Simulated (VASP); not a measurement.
# HfO$_{2}$ (strained fluorite): a PBE single-point calculation in VASP

INCAR

```
LELF = .TRUE.
ISMEAR = -1
LREAL = .FALSE.
NBANDS = 18
LCHARG = .TRUE.
EDIFF = 1E-7
IBRION = -1
SIGMA = 0.02
LASPH = .TRUE.
ISIF = 2
LWAVE = .FALSE.
ENCUT = 520
GGA = PE
NSW = 0
PREC = Accurate
NELM = 120
```

KPOINTS

```
KPOINTS created by Atomic Simulation Environment
0
Gamma
8 8 8
0 0 0
```

KPOINTS_OPT

```
special points
7
Reciprocal
0.0000000000 0.0000000000 0.0000000000 1
0.5000000000 0.0000000000 0.5000000000 1
0.6250000000 0.2500000000 0.6250000000 1
0.3750000000 0.3750000000 0.7500000000 1
0.5000000000 0.5000000000 0.5000000000 1
0.5000000000 0.2500000000 0.7500000000 1
0.0000000000 0.5000000000 0.5000000000 1
```

POSCAR

```
Hf O
 1.0000000000000000
    -0.0725544609000000    2.5072115047999999    2.5072115047999999
     2.5072115047999999   -0.0725544609000000    2.5072115047999999
     2.5072115047999999    2.5072115047999999   -0.0725544609000000
 Hf  O
   1   2
Cartesian
  0.0000000000000000 -0.0000000000000000 -0.0000000000000000
  1.2464801957765341  1.2464801957765341  1.2464801957765341
  3.6953883529234655  3.6953883529234655  3.6953883529234655
```

VASP ran with the recommended PBE PAW datasets (22 valence electrons in the cell).

Command

```
mpirun -np 1 vasp_std
```

From OUTCAR

```
k-points           NKPTS =     65   k-points in BZ     NKDIM =     65   number of bands    NBANDS=     18

   NELECT =      22.0000    total number of electrons

   dimension x,y,z NGX =    28 NGY =   28 NGZ =   28
   dimension x,y,z NGXF=    56 NGYF=   56 NGZF=   56

  energy-cutoff  :      520.00
  volume of cell :       32.89
      direct lattice vectors                 reciprocal lattice vectors
    -0.072554461  2.507211505  2.507211505    -0.190970504  0.196661557  0.196661557
     2.507211505 -0.072554461  2.507211505     0.196661557 -0.190970504  0.196661557
     2.507211505  2.507211505 -0.072554461     0.196661557  0.196661557 -0.190970504

 k-points in reciprocal lattice and weights: KPOINTS created by Atomic Simulation Env
   0.00000000  0.00000000  0.00000000       0.002
   0.12500000  0.00000000  0.00000000       0.012
   0.25000000  0.00000000  0.00000000       0.012
   0.37500000  0.00000000 -0.00000000       0.012
   0.50000000  0.00000000  0.00000000       0.006
   0.12500000  0.12500000  0.00000000       0.012
   0.25000000  0.12500000  0.00000000       0.023
   0.37500000  0.12500000  0.00000000       0.023
   ...

 E-fermi :   4.6468

 k-point     1 :       0.0000    0.0000    0.0000
  band No.  band energies     occupation
      1     -25.5369      2.00000
      2     -25.5369      2.00000
      3     -25.5248      2.00000
      4     -14.4778      2.00000
      5     -11.4902      2.00000
      6      -1.1356      2.00000
      7      -1.1356      2.00000
      8      -0.9825      2.00000
      9       3.5336      2.00000
     10       3.6234      2.00000
     11       3.6234      2.00000
     12       8.0581      0.00000
     13       8.0581      0.00000
     14       9.9556      0.00000
     15      14.3798      0.00000
     16      14.3798      0.00000
     17      14.6711      0.00000
     18      17.6522      0.00000

 k-point     2 :       0.1250    0.0000    0.0000
  band No.  band energies     occupation
      1     -25.5982      2.00000
      2     -25.5425      2.00000
      3     -25.5334      2.00000
      4     -14.2805      2.00000
      5     -11.6500      2.00000
      6      -0.9856      2.00000
      7      -0.8690      2.00000
      8      -0.7091      2.00000
      9       3.1489      2.00000
     10       3.3034      2.00000
     11       3.3375      2.00000
     12       8.3060      0.00000
     13       8.3512      0.00000
     14      10.5669      0.00000
     15      13.6964      0.00000
     16      14.0960      0.00000
     17      14.3873      0.00000
     18      17.5467      0.00000

 k-point     3 :       0.2500    0.0000    0.0000
  band No.  band energies     occupation
      1     -25.7449      2.00000
      2     -25.5561      2.00000
      3     -25.5502      2.00000
      4     -13.8076      2.00000
      5     -11.9816      2.00000
      6      -0.6048      2.00000
      7      -0.5205      2.00000
      8       0.2266      2.00000
      9       2.2526      2.00000
     10       2.7891      2.00000
     11       2.8426      2.00000
     12       8.6510      0.00000
     13       8.8240      0.00000
     14      11.2146      0.00000
     15      13.1520      0.00000
     16      13.6042      0.00000
     17      13.9372      0.00000
     18      16.6956      0.00000

 k-point     4 :       0.3750    0.0000   -0.0000
  band No.  band energies     occupation
      1     -25.8848      2.00000
      2     -25.5697      2.00000
      3     -25.5666      2.00000
      4     -13.3780      2.00000
      5     -12.2023      2.00000
      6      -0.1988      2.00000
      7      -0.1922      2.00000
      8       1.1211      2.00000
      9       1.4859      2.00000
     10       2.3800      2.00000
     11       2.5617      2.00000
     12       8.6652      0.00000
     13       8.9751      0.00000
     14      10.9032      0.00000
     15      13.3388      0.00000
     16      13.5728      0.00000
     17      13.7164      0.00000
     18      16.1795      0.00000

 k-point     5 :       0.5000    0.0000    0.0000
  band No.  band energies     occupation
      1     -25.9409      2.00000
      2     -25.5752      2.00000
      3     -25.5734      2.00000
      4     -13.2453      2.00000
      5     -12.2287      2.00000
      6      -0.0679      2.00000
      7      -0.0263      2.00000
      8       1.1679      2.00000
      9       1.4791      2.00000
     10       2.2481      2.00000
     11       2.5062      2.00000
     12       8.5758      0.00000
     13       8.9353      0.00000
     14      10.9489      0.00000
     15      13.2305      0.00000
     16      13.2910      0.00000
     17      13.6883      0.00000
     18      16.4697      0.00000

 k-point     6 :       0.1250    0.1250    0.0000
  band No.  band energies     occupation
      1     -25.6028      2.00000
      2     -25.5551      2.00000
      3     -25.5454      2.00000
      4     -14.2025      2.00000
      5     -11.7124      2.00000
      6      -0.9647      2.00000
      7      -0.8805      2.00000
      8      -0.4458      2.00000
      9       2.3153      2.00000
     10       3.5877      2.00000
     11       3.6426      2.00000
     12       8.2555      0.00000
     13       8.4659      0.00000
     14      10.7848      0.00000
     15      13.7572      0.00000
     16      13.8786      0.00000
     17      14.2208      0.00000
     18      17.5460      0.00000

 k-point     7 :       0.2500    0.1250    0.0000
  band No.  band energies     occupation
      1     -25.7164      2.00000
      2     -25.5700      2.00000
      3     -25.5623      2.00000
      4     -13.8024      2.00000
      5     -11.9941      2.00000
      6      -0.6624      2.00000
      7      -0.5931      2.00000
      8       0.3873      2.00000
      9       1.3357      2.00000
     10       3.3117      2.00000
     11       3.3844      2.00000
     12       8.5792      0.00000
     13       8.7742      0.00000
     14      11.4706      0.00000
     15      13.0817      0.00000
     16      13.4107      0.00000
     17      13.9021      0.00000
     18      17.1804      0.00000

 k-point     8 :       0.3750    0.1250    0.0000
  band No.  band energies     occupation
      1     -25.8488      2.00000
      2     -25.5925      2.00000
      3     -25.5787      2.00000
      4     -13.3327      2.00000
      5     -12.2535      2.00000
      6      -0.3189      2.00000
      7      -0.2348      2.00000
      8       0.6982      2.00000
      9       1.3986      2.00000
     10       2.7777      2.00000
     11       2.9583      2.00000
     12       8.7486      0.00000
     13       8.9690      0.00000
     14      11.1518      0.00000
     15      12.9342      0.00000
     16      13.3305      0.00000
     17      14.1057      0.00000
     18      16.5470      0.00000

 k-point     9 :       0.5000    0.1250    0.0000
  band No.  band energies     occupation
      1     -25.9197      2.00000
      2     -25.6161      2.00000
      3     -25.5834      2.00000
      4     -13.1241      2.00000
      5     -12.2989      2.00000
      6      -0.3153      2.00000
      7       0.0677      2.00000
      8       0.5593      2.00000
      9       2.0209      2.00000
     10       2.4381      2.00000
     11       2.6724      2.00000
     12       8.6545      0.00000
     13       9.0244      0.00000
     14      10.9541      0.00000
     15      12.6958      0.00000
     16      13.3855      0.00000
     17      14.1870      0.00000
     18      16.6051      0.00000

 k-point    10 :      -0.3750    0.1250   -0.0000
  band No.  band energies     occupation
      1     -25.8933      2.00000
      2     -25.6257      2.00000
      3     -25.5741      2.00000
      4     -13.1811      2.00000
      5     -12.2798      2.00000
      6      -0.4546      2.00000
      7       0.1592      2.00000
      8       0.7885      2.00000
      9       1.8305      2.00000
     10       2.0532      2.00000
     11       2.9952      2.00000
     12       8.5235      0.00000
     13       9.1747      0.00000
     14      10.9585      0.00000
     15      12.5908      0.00000
     16      13.4977      0.00000
     17      14.2930      0.00000
     18      16.5443      0.00000

 k-point    11 :      -0.2500    0.1250   -0.0000
  band No.  band energies     occupation
      1     -25.7862      2.00000
      2     -25.6123      2.00000
      3     -25.5565      2.00000
      4     -13.5167      2.00000
      5     -12.1453      2.00000
      6      -0.6542      2.00000
      7      -0.1469      2.00000
      8       0.9859      2.00000
      9       1.4370      2.00000
     10       2.1171      2.00000
     11       3.4120      2.00000
     12       8.4807      0.00000
     13       9.1726      0.00000
     14      11.2259      0.00000
     15      12.6207      0.00000
     16      13.7675      0.00000
     17      13.9239      0.00000
     18      16.8362      0.00000

 ...

  Total       -0.3694095     -0.3694095     -0.3694095      0.4000090      0.4000090      0.4000090
  in kB      -17.9956192    -17.9956192    -17.9956192     19.4862627     19.4862627     19.4862627
  external PRESSURE =     -17.9956192 kB  Pullay stress =       0.0000000 kB

 POSITION                                       TOTAL-FORCE (eV/Angst)
 -----------------------------------------------------------------------------------
      0.00000      0.00000      0.00000        -0.000000     -0.000000      0.000000
      1.24648      1.24648      1.24648         0.005092      0.005092      0.005092
      3.69539      3.69539      3.69539        -0.005092     -0.005092     -0.005092
 -----------------------------------------------------------------------------------
    total drift:                               -0.000000     -0.000000     -0.000000

  FREE ENERGIE OF THE ION-ELECTRON SYSTEM (eV)
  ---------------------------------------------------
  free  energy   TOTEN  =       -30.2300571037 eV

  energy  without entropy=      -30.2300571037  energy(sigma->0) =      -30.23005710
```

```yaml
gap_between_bands_v_and_c: 3.79 eV
least_direct_gap: 3.79 eV
pressure: -1.8 GPa
```

Band v is the last that the valence electrons fill when counted band by band, and c is the next.

The run took about 38 s on one core of a shared host (Intel Xeon Platinum 8488C) and held 0.2 GiB at most.
